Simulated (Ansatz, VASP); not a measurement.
# Two plane-wave programs on HfN

File INCAR:

```
  PREC = Accurate
  ENCUT = 520
  EDIFF = 1E-6
  ISMEAR = 0
  SIGMA = 0.1
  LREAL = F
  LASPH = T
  NELM = 100
  ALGO = Fast
  ISIF = 2
  LWAVE = F
  LCHARG = F
  GGA = PS
  NBANDS = 14
```

Contents of KPOINTS:

```
regular mesh
0
Gamma
  6 6 6
```

Contents of POSCAR:

```
HfN
1.0
    0.0000000000      2.4548220000      2.4548220000
    2.4548220000      0.0000000000      2.4548220000
    2.4548220000      2.4548220000      0.0000000000
Hf N
1 1
Direct
    0.0000000000      0.0000000000      0.0000000000
    0.7500000000      0.7500000000      0.7500000000
```

Input for Ansatz:

```yaml
crystal:
  lattice:
    - [0.0, 2.454822, 2.454822]
    - [2.454822, 0.0, 2.454822]
    - [2.454822, 2.454822, 0.0]
  atoms:
    - { symbol: Hf, position: [0.0, 0.0, 0.0] }
    - { symbol: "N", position: [0.75, 0.75, 0.75] }
basis:
  ecutwfc: 420
kpoints:
  mp_grid: { grid: [6, 6, 6] }
hamiltonian:
  xc: pbesol
scf:
  occupations: { method: gaussian, width: 0.1 }
output:
  forces: true
  stress: true
  eigenvalues: true
```

The cell comes from a database or a generator and needn't be the stable form of this composition.

Alike in both runs: task single point; functional PBEsol; k mesh 6 × 6 × 6; occupations gaussian, width 0.1 eV; no spin polarisation.

|  | VASP | Ansatz |
| --- | --- | --- |
| version | VASP 6.6.1 | Ansatz 0.2.0 |
| potentials or method | VASP PAW PBE potentials, release 64 (Hf_pv, N) | scalar-relativistic, plane waves, PAW |
| plane-wave cutoff (eV) | 520 | 420 |
| valence electrons in the cell | 15 | 31 |

```csv
,VASP,Ansatz,Ansatz less VASP
gap on the k mesh at the Fermi level (eV),none,none,-
pressure (GPa),-6.1,-5.1,+0.93
```

A gap of «none» marks a metal or a gap that the smearing closes. With one functional, cell and mesh, what is left measures potentials, basis and numerics. The two sets of potentials don't hold the same shells in valence.

Caveats: the k mesh is coarse (spacing up to 0.37 Å⁻¹), so the values aren't converged; the PAW data sets were made with another functional, which shifts forces and pressure a little (VASP). Spin-orbit coupling is left out, which matters for the levels of Hf.
